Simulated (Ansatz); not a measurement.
CuO:

```
CELL_PARAMETERS angstrom
3.28802 0.00000 0.00000
-1.64401 2.84751 0.00000
0.00000 0.00000 5.38502
ATOMIC_POSITIONS crystal
Cu 0.66667 0.33333 0.00000
Cu 0.33333 0.66667 0.50000
O 0.66667 0.33333 0.62520
O 0.33333 0.66667 0.12520
```

Measurements of this composition are mostly on another form, of space group No. 15.

Base run:

```yaml
Program: Ansatz 0.2.0
Functional: LDA
Potentials_or_basis: Ansatz PAW
Cutoff: "420 eV (not typed: the program's choice for these potentials)"
k_mesh: 9 × 9 × 5
Occupations: fermi-dirac, width 0.05 eV
Spin: no spin polarisation
```

Its results: band gap on the k mesh none (metal or under the smearing width); pressure -20.2 GPa; largest force 0.066 eV/Å.

After a change of settings the same cell gave: band gap on the k mesh none (metal or under the smearing width); pressure -9.1 GPa; largest force 0.074 eV/Å. Which change was it?
A. functional from LDA to PBEsol; hubbard terms from none to Cu d U = 5.3 eV; hubbard projectors from none to ortho-atomic (the default)
B. functional from LDA to PBE; hubbard terms from none to Cu d U = 5.3 eV; hubbard projectors from none to ortho-atomic (the default)
C. functional from LDA to RPBE
D. functional from LDA to PBE

D.

PBE binds less tightly than LDA, so the same cell stands under more pressure.

Caveats: the run has no spin polarisation, though such a crystal can be magnetic; semilocal functionals often make such compounds metallic where correlation or magnetic order opens a gap, which also shifts bond lengths; so large a pressure means that the cell lies far from this level's equilibrium, or that cutoff or potentials fall short (some runs); the PAW data sets come from PBE, with cores solved anew for the run's functional, which leaves a small shift of forces and pressure (some runs).
